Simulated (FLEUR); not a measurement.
Runs of FLEUR MaX-R8.1 (patched build s14) on BaTiO3. The structure is tetragonal, space group P4mm (No. 99). The conventional cell has a = 4.000 Å, b = 4.000 Å, c = 4.018 Å, α = 90.00°, β = 90.00°, γ = 90.00°. Ba (site symmetry 4mm) is surrounded by 12 O at 2.79 to 2.88 Å. Ti (site symmetry 4mm) has 6 O at 1.89 to 2.13 Å as nearest neighbours. O (site symmetry 2mm) has 2 Ti at 2.00 Å as nearest neighbours. O (site symmetry 4mm) is surrounded by 2 Ti at 1.89 to 2.13 Å. 

```tsv
level	spin	k mesh	gmax	lmax	kmax	gap on the mesh (eV)
RPBE	off	7 × 7 × 7	15.1 1/bohr	Ba 11, Ti 8, O 8	4.86 1/bohr	(a)
PBEsol	off	7 × 7 × 7	15.1 1/bohr	Ba 11, Ti 8, O 8	4.86 1/bohr	1.88
PBE	off	7 × 7 × 7	14.6 1/bohr	Ba 11, Ti 8, O 6	4.72 1/bohr	1.92
PBE	SOC, no magnetisation	5 × 5 × 5	14.6 1/bohr	Ba 11, Ti 8, O 6	4.72 1/bohr	1.98
LDA exchange alone (X-alpha)	off	7 × 7 × 7	14.6 1/bohr	Ba 11, Ti 8, O 6	4.72 1/bohr	1.84
PW91	off	7 × 7 × 7	14.6 1/bohr	Ba 11, Ti 8, O 6	4.72 1/bohr	1.92
LDA (von Barth-Hedin)	off	7 × 7 × 7	14.6 1/bohr	Ba 11, Ti 8, O 6	4.72 1/bohr	1.84
```

Alike in all rows: task band structure; potentials or basis all-electron, FLAPW; cell as given; smearing fermi-dirac 0.05 eV.

Fill in the values left out.

(a) 2.03.

Caveats: the mesh misses the band edges, which the band path finds closer together; spin-orbit coupling is left out, which moves the levels of the heavy elements (some runs); spin-orbit coupling is added in second variation on a limited number of bands (some runs).

A k mesh can miss the band edges, and rows without SOC leave out spin-orbit coupling on Ba.
